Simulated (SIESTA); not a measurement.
WC:

```
W C
1.0
     0.00000    2.19268    2.19268
     2.19268    0.00000    2.19268
     2.19268    2.19268    0.00000
W C
1 1
Cartesian
  0.0000 0.0000 0.0000
  2.1927 2.1927 2.1927
```

Measurements of this composition are mostly on another form, of space group No. 187.

Base run:

* Program: SIESTA 5.4.2
* Functional: PBEsol
* Potentials or basis: PseudoDojo 0.4 standard (PBEsol files)
* Basis: DZP (energy shift 0.003 Ry; two zetas on semicore shells)
* Grid cutoff: 800 Ry
* Energy shift: 0.003 Ry
* k mesh: 8 × 8 × 8
* Occupations: fermi-dirac, width 0.05 eV
* Spin: no spin polarisation
* Hubbard terms: W d U = 6 eV

Its results: band gap on the k mesh none (metal or under the smearing width); pressure -7.6 GPa.

The run is repeated on the same cell with these changes: hubbard terms from W d U = 6 eV to W d U = 2 eV. What comes out?

Band gap on the k mesh none (metal or under the smearing width); pressure -2.5 GPa.

Caveats: short orbitals over semicore shells can move pressures by several GPa; the basis of atomic orbitals isn't converged, which shifts pressures, moduli and gaps; U without spin polarisation on a metal has little footing; the U is typed as a test and isn't derived for this compound.
